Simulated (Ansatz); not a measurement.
# Cu (Fm-3m)

Method: Ansatz 0.2.0, DFT PBE, scalar-relativistic, plane waves, PAW.

Settings: cutoff 420 eV, Γ-centred mesh 30×30×30 on the computed 1-atom cell, Gaussian smearing of 0.10 eV; no spin polarisation.

The structure is relaxed at this level of theory with its symmetry kept, and needn't be the ground state of this composition.

```
Cu
1.0
    -1.28288    1.28288    1.81546
     1.28288   -1.28288    1.81546
     1.28288    1.28288   -1.81546
Cu
1
Direct
  0.00000 0.00000 0.00000
```

Q: Energy over the standard state (uncorrected)?

A: 0.000 eV/atom.

Q: Kohn–Sham band gap?

A: none (metal).

Q: Density of states at the Fermi level?

A: 0.3 states/eV per cell.

Q: Orbital (Löwdin) character within 0.5 eV of the Fermi level?

A: Cu 4s 42 %, Cu 3d 36 %, unprojected 22 %.

Q: Bulk modulus?

A: 141 GPa.

Q: Its pressure derivative?

A: 5.0.

Q: Bader charge by site (e)?

A: Cu (1 in the cell) 0.00.

The cell was reached from a generator's guess, though it ends in a space group that the Crystallography Open Database lists for this formula. Löwdin shares on free-atom orbitals overweight diffuse shells.
